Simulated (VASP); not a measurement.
# Cr (Im-3m) in VASP: notebook

The runs below take Cr through equation of state, with PBE.

Everything below comes from runs of VASP 6.6.1. Logs are shortened: lines on timing, memory, paths and dates and some standing lists are left out, and cuts for length are marked.

## Step 1: Starting point

Symmetry: Im-3m, No. 229, cubic system. Conventional cell: a = 2.847 Å, b = 2.847 Å, c = 2.847 Å, α = 90.00°, β = 90.00°, γ = 90.00°. Cr (site symmetry m-3m) is surrounded by 8 Cr at 2.47 Å.

## Step 2: Equation of state, PBE, collinear spin, ferromagnetic start, 11.08 Å³/atom (a relaxed cell with its volume scaled by 0.96)

INCAR reads:

```
ALGO     = Normal         # electronic algorithm
EDIFF    = 1E-6           # SCF threshold, eV
ENCUT    = 520            # plane-wave cutoff, eV
GGA      = PE             # functional
ISIF     = 2              # what is computed and relaxed
ISMEAR   = -1             # smearing method
ISPIN    = 2              # spin polarisation
LASPH    = True           # aspherical terms in the spheres
LCHARG   = False          # write CHGCAR
LMAXMIX  = 4              # l up to which the mixer works
LORBIT   = 11             # projections on sites
LREAL    = False          # projectors in reciprocal space
LWAVE    = False          # write WAVECAR
MAGMOM   = 3              # initial moments
NELM     = 100            # most SCF steps
PREC     = Accurate       # precision mode
SIGMA    = 0.05           # smearing width, eV
```

KPOINTS reads:

```
k-points
0
Gamma
  10 10 10
```

POSCAR reads:

```
Cr                                      
1.0
   -1.4045053958      1.4045053958      1.4045053958
    1.4045053958     -1.4045053958      1.4045053958
    1.4045053958      1.4045053958     -1.4045053958
  Cr            
     1
Direct
     0.0000000000000000    0.0000000000000000    0.0000000000000000
```

Potentials or basis: VASP PAW PBE potentials, release 64 (Cr_pv).

Launch:

```
$ cat potpaw_PBE.64/Cr_pv/POTCAR > POTCAR
$ mpirun -np 1 vasp_std > vasp.out
```

OUTCAR:

```text
EDIFF = 1E-6
   ENCUT = 520
   GGA = PE
   ISIF = 2
   ISMEAR = -1
   ISPIN = 2
   LASPH = True
   LORBIT = 11
   LREAL = False
   NELM = 100
   PREC = Accurate

 ion  position               nearest neighbor table
   1  0.000  0.000  0.000-

  LATTYP: Found a body centered cubic cell.
 ALAT       =     2.8090107916

  Lattice vectors:

 A1 = (  -1.4045053958,   1.4045053958,   1.4045053958)
 A2 = (   1.4045053958,  -1.4045053958,   1.4045053958)
 A3 = (   1.4045053958,   1.4045053958,  -1.4045053958)

Analysis of symmetry for initial positions (statically):
=====================================================================
 Subroutine PRICEL returns:
 Original cell was already a primitive cell.

 Routine SETGRP: Setting up the symmetry group for a
 body centered cubic supercell.

 Subroutine GETGRP returns: Found 48 space group operations
 (whereof 48 operations were pure point group operations)
 out of a pool of 48 trial point group operations.

The static configuration has the point symmetry O_h .

Analysis of symmetry for dynamics (positions and initial velocities):
=====================================================================
 Subroutine PRICEL returns:
 Original cell was already a primitive cell.

 Routine SETGRP: Setting up the symmetry group for a
 body centered cubic supercell.

 Subroutine GETGRP returns: Found 48 space group operations
 (whereof 48 operations were pure point group operations)
 out of a pool of 48 trial point group operations.

The dynamic configuration has the point symmetry O_h .

Analysis of structural, dynamic, and magnetic symmetry:
=====================================================================
 Subroutine PRICEL returns:
 Original cell was already a primitive cell.

 Routine SETGRP: Setting up the symmetry group for a
 body centered cubic supercell.

 Subroutine GETGRP returns: Found 48 space group operations
 (whereof 48 operations were pure point group operations)
 out of a pool of 48 trial point group operations.

The overall configuration has the point symmetry O_h .

 Subroutine INISYM returns: Found 48 space group operations
 (whereof 48 operations are pure point group operations),
 and found     1 'primitive' translations

----------------------------------------------------------------------------------------

                                     Primitive cell

  volume of cell :      11.0823

  direct lattice vectors                    reciprocal lattice vectors
    -1.404505396  1.404505396  1.404505396     0.000000000  0.355997208  0.355997208
     1.404505396 -1.404505396  1.404505396     0.355997208  0.000000000  0.355997208
     1.404505396  1.404505396 -1.404505396     0.355997208  0.355997208  0.000000000

  length of vectors
     2.432674705  2.432674705  2.432674705     0.503456080  0.503456080  0.503456080

  position of ions in fractional coordinates (direct lattice)
     0.000000000  0.000000000  0.000000000

  ion indices of the primitive-cell ions
   primitive index   ion index
                 1           1

----------------------------------------------------------------------------------------

 KPOINTS: k-points

Automatic generation of k-mesh.
 Grid dimensions read from file:
 generate k-points for:   10   10   10

 Generating k-lattice:

  Cartesian coordinates                     Fractional coordinates (reciprocal lattice)
     0.000000000  0.035599721  0.035599721     0.100000000  0.000000000  0.000000000
     0.035599721  0.000000000  0.035599721     0.000000000  0.100000000  0.000000000
     0.035599721  0.035599721  0.000000000     0.000000000  0.000000000  0.100000000

  Length of vectors
     0.050345608  0.050345608  0.050345608

  Shift w.r.t. Gamma in fractional coordinates (k-lattice)
     0.000000000  0.000000000  0.000000000

 Subroutine IBZKPT returns following result:
 ===========================================

 Found     47 irreducible k-points:

 Following reciprocal coordinates:
            Coordinates               Weight
  0.000000  0.000000  0.000000      1.000000
  0.100000  0.000000  0.000000     12.000000
  0.200000  0.000000  0.000000     12.000000
  0.300000  0.000000  0.000000     12.000000
  0.400000  0.000000  0.000000     12.000000
  0.500000  0.000000  0.000000      6.000000
[... 16 lines left out ...]
  0.300000  0.300000  0.100000      8.000000
 -0.300000  0.300000  0.100000     24.000000
 [... further k-points ...]
   k-points           NKPTS =     47   k-points in BZ     NKDIM =     47   number of bands    NBANDS=     12
   number of dos      NEDOS =    301   number of ions     NIONS =      1
   total plane-waves  NPLWV =   5832
   dimension x,y,z NGX =    18 NGY =   18 NGZ =   18
   dimension x,y,z NGXF=    36 NGYF=   36 NGZF=   36
   ions per type =               1
   NGX,Y,Z   is equivalent  to a cutoff of  12.30, 12.30, 12.30 a.u.
   NGXF,Y,Z  is equivalent  to a cutoff of  24.60, 24.60, 24.60 a.u.
 SYSTEM =  unknown system
   PREC   = accura    normal or accurate (medium, high low for compatibility)
   ISTART =      0    job   : 0-new  1-cont  2-samecut
   ICHARG =      2    charge: 1-file 2-atom 10-const
   ISPIN  =      2    spin polarized calculation?
   LNONCOLLINEAR =      F non collinear calculations
   LSORBIT =      F    spin-orbit coupling
   LASPH  =      T    aspherical Exc in radial PAW
   ENCUT  =  520.0 eV  38.22 Ry    6.18 a.u.   4.52  4.52  4.52*2*pi/ulx,y,z
   NELM   =    100;   NELMIN=  2; NELMDL= -5     # of ELM steps
   EDIFF  = 0.1E-05   stopping-criterion for ELM
   LREAL  =      F    real-space projection
   EDIFFG = 0.1E-04   stopping-criterion for IOM
   NSW    =      0    number of steps for IOM
   IBRION =     -1    ionic relax: 0-MD 1-quasi-New 2-CG
   NFREE  =      0    steps in history (QN), initial steepest desc. (CG)
   ISIF   =      2    stress and relaxation
   ISYM   =      2    0-nonsym 1-usesym 2-fastsym
   POTIM  = 0.5000    time-step for ionic-motion
   TEBEG  =    0.0;   TEEND  =   0.0 temperature during run
   PSTRESS=    0.0 pullay stress
   NELECT =      12.0000    total number of electrons
   NUPDOWN=      -1.0000    fix difference up-down
   EMIN   =  10.00;   EMAX   =-10.00  energy-range for DOS
   EFERMI =   0.00;   METHOD = LEGACY
   ISMEAR =    -1;   SIGMA  =   0.05  broadening in eV -4-tet -1-fermi 0-gaus
   EFERMI_NEDOS =   21; number of points for ismear=-14 and -15
   IALGO  =     38    algorithm
   IMIX   =      4    mixing-type and parameters
     AMIX     =   0.40;   BMIX     =  1.00
     AMIX_MAG =   1.60;   BMIX_MAG =  1.00
  volume/ion in A,a.u.               =      11.08        74.79
  Fermi-wavevector in a.u.,A,eV,Ry     =   1.681093  3.176806 38.451084  2.826075
  Thomas-Fermi vector in A             =   2.764711
   LORBIT       =     11    0 simple, 1 ext, 2 COOP (PROOUT), +10 PAW based schemes
   GGA     = PE    functional components
   LHFCALC =     F    Hartree Fock is set to
   AEXX    =    0.0000 exact exchange contribution
   IVDW    =     0    specifies the selected vdW correction
   LEPSILON=     F    determine dielectric tensor
   LRPA    =     F    only Hartree local field effects (RPA)
 spin polarized calculation
  energy-cutoff  :      520.00
  volume of cell :       11.08
 maximum number of plane-waves:       321
   NGX =  9   NGY =  9   NGZ =  9

 number of electron      12.0000013 magnetization      -0.0003956

 number of electron      12.0000013 magnetization       0.0001025

 Free energy of the ion-electron system (eV)
  ---------------------------------------------------
  ext. energy  EPLUGINS =         0.00000000
  ---------------------------------------------------
  free energy    TOTEN  =        -9.49403977 eV

  energy without entropy =       -9.48637541  energy(sigma->0) =       -9.49020759

 E-fermi :  11.6198     XC(G=0): -13.9184

 val. band max:       11.5585248373   @ k =   0.1000   0.1000   0.0000
 cond. band min:      11.6606458272   @ k =  -0.3000   0.3000   0.3000
 fundamental gap:      0.1021209900
 Fermi energy:        11.6197872372

 spin component 1

 k-point     1 :       0.0000    0.0000    0.0000
  band No.  band energies     occupation
      1     -31.1107      1.00000
      2     -31.1107      1.00000
      3     -31.1107      1.00000
      4       3.5714      1.00000
      5      10.5961      1.00000
      6      10.5961      1.00000
      7      10.5961      1.00000
      8      12.7613      0.00000
      9      12.7613      0.00000
     10      18.6837      0.00000
     11      34.2019      0.00000
     12      34.2019      0.00000
[... 331 lines left out ...]
 k-point    24 :      -0.3000    0.3000    0.1000
  band No.  band energies     occupation
      1     -31.7896      1.00000
      2     -31.3608      1.00000
      3     -31.1914      1.00000
      4       6.8578      1.00000
      5       9.8030      1.00000
      6      10.1271      1.00000
      7      12.0067      0.00044
      8      12.8949      0.00000
      9      13.4683      0.00000
     10      18.6827      0.00000
     11      27.3330      0.00000
     12      30.9876      0.00000

 [... further k-points ...]

 spin component 2

 k-point     1 :       0.0000    0.0000    0.0000
  band No.  band energies     occupation
      1     -31.1106      1.00000
      2     -31.1106      1.00000
      3     -31.1106      1.00000
      4       3.5714      1.00000
      5      10.5962      1.00000
      6      10.5962      1.00000
      7      10.5962      1.00000
      8      12.7614      0.00000
      9      12.7614      0.00000
     10      18.6838      0.00000
     11      34.2019      0.00000
     12      34.2019      0.00000
[... 331 lines left out ...]
 k-point    24 :      -0.3000    0.3000    0.1000
  band No.  band energies     occupation
      1     -31.7895      1.00000
      2     -31.3607      1.00000
      3     -31.1913      1.00000
      4       6.8578      1.00000
      5       9.8031      1.00000
      6      10.1272      1.00000
      7      12.0068      0.00044
      8      12.8950      0.00000
      9      13.4684      0.00000
     10      18.6829      0.00000
     11      27.3331      0.00000
     12      30.9877      0.00000

 [... further k-points ...]

------------------------ aborting loop because EDIFF is reached ----------------------------------------

  FORCE on cell =-STRESS in cart. coord.  units (eV):
  Direction    XX          YY          ZZ          XY          YZ          ZX
  --------------------------------------------------------------------------------------
  -------------------------------------------------------------------------------------
  Total        0.8005401      0.8005401      0.8005401     -0.0000000      0.0000000     -0.0000000
  in kB      115.7346610    115.7346610    115.7346610     -0.0000000      0.0000000     -0.0000000
  external PRESSURE =     115.7346610 kB  Pullay stress =       0.0000000 kB

 VOLUME and BASIS-vectors are now :
 -----------------------------------------------------------------------------
  energy-cutoff  :      520.00
  volume of cell :       11.08
      direct lattice vectors                 reciprocal lattice vectors
    -1.404505396  1.404505396  1.404505396     0.000000000  0.355997208  0.355997208
     1.404505396 -1.404505396  1.404505396     0.355997208  0.000000000  0.355997208
     1.404505396  1.404505396 -1.404505396     0.355997208  0.355997208  0.000000000

 POSITION                                       TOTAL-FORCE (eV/Angst)
 -----------------------------------------------------------------------------------
      0.00000      0.00000      0.00000         0.000000      0.000000     -0.000000
 -----------------------------------------------------------------------------------
    total drift:                                0.000000      0.000000      0.000000

  FREE ENERGIE OF THE ION-ELECTRON SYSTEM (eV)
  ---------------------------------------------------
  free  energy   TOTEN  =        -9.4940397724 eV

  energy  without entropy=       -9.4863754103  energy(sigma->0) =       -9.49020759

 total charge

# of ion       s       p       d       tot
------------------------------------------
    1        0.456   6.438   4.257  11.151

 magnetization (x)

# of ion       s       p       d       tot
------------------------------------------
    1       -0.000  -0.000   0.000   0.000
```

Wall time 15 s (1 thread of Intel Xeon Platinum 8175M at 2.50GHz (Skylake/Cascade Lake), shared host); peak memory 0.13 GiB.

Results:

```yaml
Free_energy: -9.4940 eV
Pressure: 11.6 GPa
Band_gap_on_the_k_mesh: none (metal or under the smearing width)
Net_moment: 0.00 μB per cell
Valence_electrons_inside_the_program's_atomic_spheres: Cr 11.15
```

Caveat: the starting moments collapsed, and a magnetic state may lie lower.

## Step 3: Equation of state, PBE, collinear spin, ferromagnetic start, 11.31 Å³/atom (a relaxed cell with its volume scaled by 0.98)

INCAR is that of step 2.

KPOINTS is that of step 2.

POSCAR reads:

```
Cr                                      
1.0
   -1.4141919460      1.4141919460      1.4141919460
    1.4141919460     -1.4141919460      1.4141919460
    1.4141919460      1.4141919460     -1.4141919460
  Cr            
     1
Direct
     0.0000000000000000    0.0000000000000000    0.0000000000000000
```

Potentials or basis: VASP PAW PBE potentials, release 64 (Cr_pv).

Launch:

```
$ cat potpaw_PBE.64/Cr_pv/POTCAR > POTCAR
$ mpirun -np 1 vasp_std > vasp.out
```

Wall time 15 s (1 thread of Intel Xeon Platinum 8175M at 2.50GHz (Skylake/Cascade Lake), shared host); peak memory 0.13 GiB.

Results (log left out):

```yaml
Free_energy: -9.5064 eV
Pressure: 5.5 GPa
Band_gap_on_the_k_mesh: none (metal or under the smearing width)
Net_moment: 0.00 μB per cell
Valence_electrons_inside_the_program's_atomic_spheres: Cr 11.10
```

Caveat: the starting moments collapsed, and a magnetic state may lie lower.

## Step 4: Equation of state, PBE, collinear spin, ferromagnetic start, 11.54 Å³/atom

INCAR is that of step 3.

KPOINTS is that of step 3.

POSCAR reads:

```
Cr                                      
1.0
   -1.4237475869      1.4237475869      1.4237475869
    1.4237475869     -1.4237475869      1.4237475869
    1.4237475869      1.4237475869     -1.4237475869
  Cr            
     1
Direct
     0.0000000000000000    0.0000000000000000    0.0000000000000000
```

Launch:

```
$ cat potpaw_PBE.64/Cr_pv/POTCAR > POTCAR
$ mpirun -np 1 vasp_std > vasp.out
```

Run time: 15 s. Hardware: 1 thread of Intel Xeon Platinum 8175M at 2.50GHz (Skylake/Cascade Lake), shared host; peak memory 0.13 GiB.

Results (log left out):

```yaml
Free_energy: -9.5105 eV
Pressure: 0.1 GPa
Band_gap_on_the_k_mesh: none (metal or under the smearing width)
Net_moment: 0.00 μB per cell
Valence_electrons_inside_the_program's_atomic_spheres: Cr 11.06
```

Caveat: the starting moments collapsed, and a magnetic state may lie lower.

## Step 5: Equation of state, PBE, collinear spin, ferromagnetic start, 11.77 Å³/atom (a relaxed cell with its volume scaled by 1.02)

INCAR is that of step 4.

KPOINTS is that of step 4.

POSCAR reads:

```
Cr                                      
1.0
   -1.4331766536      1.4331766536      1.4331766536
    1.4331766536     -1.4331766536      1.4331766536
    1.4331766536      1.4331766536     -1.4331766536
  Cr            
     1
Direct
     0.0000000000000000    0.0000000000000000    0.0000000000000000
```

Launch:

```
$ cat potpaw_PBE.64/Cr_pv/POTCAR > POTCAR
$ mpirun -np 1 vasp_std > vasp.out
```

Wall time 16 s (1 thread of Intel Xeon Platinum 8175M at 2.50GHz (Skylake/Cascade Lake), shared host); peak memory 0.13 GiB.

Results (log left out):

* Free energy: -9.5072 eV
* Pressure: -4.8 GPa
* Band gap on the k mesh: none (metal or under the smearing width)
* Net moment: 0.00 μB per cell
* Valence electrons inside the program's atomic spheres: Cr 11.01

Caveat: the starting moments collapsed, and a magnetic state may lie lower.

## Step 6: Equation of state, PBE, collinear spin, ferromagnetic start, 12.01 Å³/atom (a relaxed cell with its volume scaled by 1.04)

INCAR is that of step 5.

KPOINTS is that of step 5.

POSCAR reads:

```
Cr                                      
1.0
   -1.4424832563      1.4424832563      1.4424832563
    1.4424832563     -1.4424832563      1.4424832563
    1.4424832563      1.4424832563     -1.4424832563
  Cr            
     1
Direct
     0.0000000000000000    0.0000000000000000    0.0000000000000000
```

Potentials or basis: VASP PAW PBE potentials, release 64 (Cr_pv).

Launch:

```
$ cat potpaw_PBE.64/Cr_pv/POTCAR > POTCAR
$ mpirun -np 1 vasp_std > vasp.out
```

Wall time 16 s (1 thread of Intel Xeon Platinum 8175M at 2.50GHz (Skylake/Cascade Lake), shared host); peak memory 0.13 GiB.

Results (log left out):

| Property | Result |
| --- | --- |
| Free energy | -9.4971 eV |
| Pressure | -9.4 GPa |
| Band gap on the k mesh | none (metal or under the smearing width) |
| Net moment | 0.00 μB per cell |
| Valence electrons inside the program's atomic spheres | Cr 10.97 |

Caveat: the starting moments collapsed, and a magnetic state may lie lower.

## Step 7: Equation of state, PBE, collinear spin, ferromagnetic start

This step only gathers the single runs of the series.

What came out:

```yaml
Equilibrium_volume: 11.55 Å³/atom
Bulk_modulus: 257 GPa
Pressure_derivative_of_the_bulk_modulus: "4.3 (rough: it moves with the points fitted)"
```

Energy against volume, from the lowest point:
```csv
volume (Å³/atom),energy (meV/atom)
11.082,16.46
11.313,4.10
11.544,0.00
11.775,3.33
12.006,13.35
```
